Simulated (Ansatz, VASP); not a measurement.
# PbSe in VASP and in Ansatz

INCAR

```
SYSTEM = PbSe
ALGO = Normal ; EDIFF = 1E-6
ENCUT = 520 ; GGA = PE
ISIF = 2 ; ISMEAR = 0
IVDW = 12 ; LASPH = .True.
LCHARG = .True. ; LELF = .True.
LREAL = .False. ; LVHAR = .True.
LWAVE = .False. ; NBANDS = 17
NELM = 60 ; PREC = Accurate
SIGMA = 0.03
```

KPOINTS

```
k-points
0
Gamma
  10 10 10
  0 0 0
```

File POSCAR:

```
PbSe
1.0
   -0.2530347053      3.0670873374      3.0670873374
    3.0670873374     -0.2530347053      3.0670873374
    2.8140526321      2.8140526321      0.0000000000
Pb Se
1 1
Direct
    0.0000000000      0.0000000000      0.0000000000
    0.5000000000      0.5000000000      0.5000000000
```

Input for Ansatz:

```yaml
crystal:
  lattice:
    - [-0.2530347053, 3.0670873374, 3.0670873374]
    - [3.0670873374, -0.2530347053, 3.0670873374]
    - [2.8140526321, 2.8140526321, 0.0]
  atoms:
    - { symbol: Pb, position: [0.0, 0.0, 0.0] }
    - { symbol: Se, position: [0.5, 0.5, 0.5] }
basis:
  ecutwfc: 420
kpoints:
  mp_grid: { grid: [10, 10, 10] }
hamiltonian:
  xc: pbe
  dispersion: d3bj
scf:
  occupations: { method: gaussian, width: 0.03 }
output:
  forces: true
  stress: true
  eigenvalues: true
```

Change from the starting cell: engineering shear strain xy -0.1650, equal normal strain along x and y +0.0000.

Alike in both runs: task single point; functional PBE; dispersion D3(BJ); k mesh 10 × 10 × 10; occupations gaussian, width 0.03 eV; no spin polarisation.

|  | VASP | Ansatz |
| --- | --- | --- |
| version | VASP 6.6.1 | Ansatz 0.2.0 |
| potentials or method | VASP PAW PBE potentials, release 64 (Pb_d, Se) | scalar-relativistic, plane waves, PAW |
| plane-wave cutoff (eV) | 520 | 420 |
| valence electrons in the cell | 20 | 30 |

|  | VASP | Ansatz | Ansatz less VASP |
| --- | --- | --- | --- |
| gap on the k mesh at the Fermi level (eV) | none | none | - |
| pressure (GPa) | -0.1 | -0.1 | +0.02 |
| largest component of the traceless stress (GPa) | 2.82 | 2.82 | -0.002 |

A gap of «none» marks a metal or a gap that the smearing closes. The two sets of potentials don't hold the same shells in valence.

Caveats: pairwise dispersion overbinds metals, which lowers pressure and volume. The runs have no spin-orbit coupling, so splittings on Pb are missing.
